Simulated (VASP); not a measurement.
# A VASP 6.6.1 single-point calculation on BeS

INCAR

```
SIGMA = 0.02
PREC = Accurate
LCHARG = .FALSE.
LASPH = .TRUE.
GGA = PE
EDIFF = 1E-7
IBRION = -1
NBANDS = 11
ISMEAR = -1
NELM = 120
ENCUT = 520
ISIF = 2
BMIX = 0.5
LREAL = .FALSE.
NSW = 0
LWAVE = .FALSE.
```

KPOINTS

```
KPOINTS created by Atomic Simulation Environment
0
Gamma
10 10 10
0 0 0
```

POSCAR

```
Be S
 1.0000000000000000
     0.0000000000000000    2.3868161129000001    2.2575659388000000
     2.3868161129000001    0.0000000000000000    2.2575659388000000
     2.3868161129000001    2.3868161129000001    0.0000000000000000
 Be  S
   1   1
Cartesian
  0.0000000000000000  0.0000000000000000  0.0000000000000000
  2.3868161129000001  2.3868161129000001  2.2575659388000000
```

The recommended PBE PAW datasets give the neutral cell 8 valence electrons.

Command

```
mpirun -np 1 vasp_std
```

Task: Predict the outcome of this run.

Result: It converged. Results: gap between bands v and c on the k mesh 0.59 eV; least direct gap on the k mesh 3.68 eV; pressure -3.2 GPa. Band v is the last that the valence electrons fill when counted band by band, and c is the next.

OSZICAR

```
N       E                     dE             d eps       ncg     rms          rms(c)
DAV:   1     0.201224685522E+02    0.20122E+02   -0.39325E+03  2244   0.627E+02
DAV:   2    -0.777293831573E+01   -0.27895E+02   -0.26477E+02  2973   0.113E+02
DAV:   3    -0.895036893211E+01   -0.11774E+01   -0.11743E+01  2873   0.226E+01
DAV:   4    -0.895686915558E+01   -0.65002E-02   -0.64985E-02  2794   0.196E+00
DAV:   5    -0.895691125632E+01   -0.42101E-04   -0.42100E-04  2933   0.151E-01    0.609E+00
DAV:   6    -0.886744322575E+01    0.89468E-01   -0.27293E-01  2637   0.213E+00    0.417E+00
DAV:   7    -0.886907185311E+01   -0.16286E-02   -0.39641E-02  3107   0.104E+00    0.200E+00
DAV:   8    -0.887012113168E+01   -0.10493E-02   -0.50612E-03  2592   0.380E-01    0.446E-01
DAV:   9    -0.887007970356E+01    0.41428E-04   -0.21752E-04  2622   0.888E-02    0.506E-02
DAV:  10    -0.887008632230E+01   -0.66187E-05   -0.19330E-05  2799   0.252E-02    0.545E-03
DAV:  11    -0.887008623828E+01    0.84018E-07   -0.26495E-06  2746   0.818E-03    0.651E-03
DAV:  12    -0.887008634490E+01   -0.10663E-06   -0.84844E-08  2047   0.228E-03    0.243E-04
DAV:  13    -0.887008634725E+01   -0.23493E-08   -0.39176E-09  1449   0.491E-04
   1 F= -.88700863E+01 E0= -.88700863E+01  d E =-.900648E-09
```

Standard output (part)

```
POSCAR found type information on POSCAR BeS
 POSCAR found :  2 types and       2 ions
 LDA part: xc-table for (Slater+PW92), standard interpolation
 POSCAR, INCAR and KPOINTS ok, starting setup
 WAVECAR not read
 entering main loop
```

For comparison, a separate PBE run of the intended cell, on usual settings and not on those above, gives a gap of 0.59 eV on its mesh and a pressure of -3.2 GPa.
